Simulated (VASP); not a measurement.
A run of VASP 6.6.1 is set up as follows.

File INCAR:

```
SYSTEM = LiCl
PREC     = Accurate       ! precision mode
ENCUT    = 600            ! plane-wave cutoff, eV
EDIFF    = 1E-6           ! SCF threshold, eV
ISMEAR   = 0              ! smearing method
SIGMA    = 0.03           ! smearing width, eV
LREAL    = .False.        ! projectors in reciprocal space
LASPH    = .True.         ! aspherical terms in the spheres
NELM     = 80             ! most SCF steps
ALGO     = Normal         ! electronic algorithm
ISIF     = 3              ! what is computed and relaxed
LWAVE    = .False.        ! write WAVECAR
LCHARG   = .False.        ! write CHGCAR
GGA      = PS             ! functional
IBRION   = 2              ! ionic algorithm
NSW      = 90             ! ionic steps
EDIFFG   = -0.01          ! ionic threshold
```

KPOINTS

```
regular mesh
0
Gamma
  10 10 10
  0 0 0
```

Contents of POSCAR:

```
LiCl
1.0
    0.0000000000      2.5647700000      2.5647700000
    2.5647700000      0.0000000000      2.5647700000
    2.5647700000      2.5647700000      0.0000000000
Li Cl
1 1
Direct
    0.0000000000      0.0000000000      0.0000000000
    0.5000000000      0.5000000000      0.5000000000
```

Potentials or basis: VASP PAW PBE potentials, release 64 (Li_sv, Cl).

Launch:

```console
$ cat potpaw_PBE.64/Li_sv/POTCAR potpaw_PBE.64/Cl/POTCAR > POTCAR
$ mpirun -np 1 vasp_std > vasp.out
```

(1) Predict the band gap on the k mesh.

(2) Predict the relaxed volume.

(3) Predict the space group after relaxing (to 0.05 Å).

Results:

(1) 6.37 eV, direct.

(2) 16.20 Å³/atom.

(3) Fm-3m (No. 225).

Caveat: the cutoff is under 1.25 times the usual one of these potentials, so pressure, stress and relaxed cells hold a basis-set (Pulay) error; the PAW data sets were made with another functional, which shifts forces and pressure a little.
